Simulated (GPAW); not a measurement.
Runs of GPAW 26.7.0 on AlNi3. Symmetry: Fm-3m, No. 225, cubic system. The conventional cell has a = 5.604 Å, b = 5.604 Å, c = 5.604 Å, α = 90.00°, β = 90.00°, γ = 90.00°. Around Ni (site symmetry -43m) lie 4 Al at 2.43 Å and 4 Ni at 2.43 Å. Ni (site symmetry m-3m) has 8 Ni at 2.43 Å as nearest neighbours. Around Al (site symmetry m-3m) lie 8 Ni at 2.43 Å. The cell comes from a database or a generator and needn't be the stable form of this composition.

| task | level | U | cell | k mesh | band path | band points | optimizer | fmax | max steps | gap on the mesh (eV) | pressure (GPa) | moment (μB) | relaxed volume (Å³/atom) |
| --- | --- | --- | --- | --- | --- | --- | --- | --- | --- | --- | --- | --- | --- |
| band structure | PBEsol | - | as given | 7 × 7 × 7 | GXWKGLUWLK,UX | 100 | - | - | - | - | 1.4 | 0.00 | - |
| single point | PBEsol | - | as given | 8 × 8 × 8 | - | - | - | - | - | none | 1.4 | 0.00 | - |
| relaxation of cell and atoms | PBEsol+D3 | - | relaxed | 6 × 6 × 6 | - | - | BFGS | 0.02 eV/Å | 60 | none | 0.1 | 0.00 | 10.76 |
| relaxation of cell and atoms | PBEsol | - | relaxed | 6 × 6 × 6 | - | - | BFGS | 0.02 eV/Å | 60 | none | 0.0 | 0.00 | 11.07 |
| band structure | PBEsol | - | as given | 7 × 7 × 7 | GXWKGLUWLK,UX | 60 | - | - | - | - | 1.4 | 0.00 | - |
| band structure | PBEsol+U | Ni d U = 1 eV | as given | 7 × 7 × 7 | GXWKGLUWLK,UX | 60 | - | - | - | - | 0.1 | 0.00 | - |
| relaxation of cell and atoms | PBEsol+D3(BJ)+ATM | - | relaxed | 6 × 6 × 6 | - | - | BFGS | 0.02 eV/Å | 60 | none | 0.1 | 0.00 | 10.82 |
| band structure | PBEsol+U | Ni d U = 4 eV | as given | 7 × 7 × 7 | GXWKGLUWLK,UX | 60 | - | - | - | - | (c) | 0.34 | - |
| relaxation of cell and atoms | PBEsol+D3(BJ) | - | relaxed | 6 × 6 × 6 | - | - | BFGS | 0.02 eV/Å | 60 | none | 0.1 | 0.00 | 10.74 |
| band structure | PBEsol+U | Ni d U = 2 eV | as given | 7 × 7 × 7 | GXWKGLUWLK,UX | 60 | - | - | - | - | (b) | 0.00 | - |
| relaxation of cell and atoms | PBEsol+D4 | - | relaxed | 6 × 6 × 6 | - | - | BFGS | 0.02 eV/Å | 60 | none | 0.0 | 0.00 | (a) |

Alike in all rows: potentials or basis PAW data sets generated in the run's folder for this functional, pw; spin collinear, ferromagnetic start; cutoff (eV) 600; smearing fermi-dirac 0.05 eV.

Problem. Estimate the missing entries.

Solution. (a) 10.89; (b) -1.2; (c) -2.6.

Caveats: the stock nickel data set gives pressures a few GPa off other programs; each step starts from the last one's moments, so a moment once lost doesn't come back (some runs); later steps reuse the first step's grids (some runs); pairwise dispersion overbinds metals, which lowers pressure and volume (some runs); the U is typed as a test and isn't derived for this compound (some runs).

A k mesh can miss the band edges.

A gap of «none» marks a metal or a gap under the smearing width.

Not every run made on this cell is shown here.
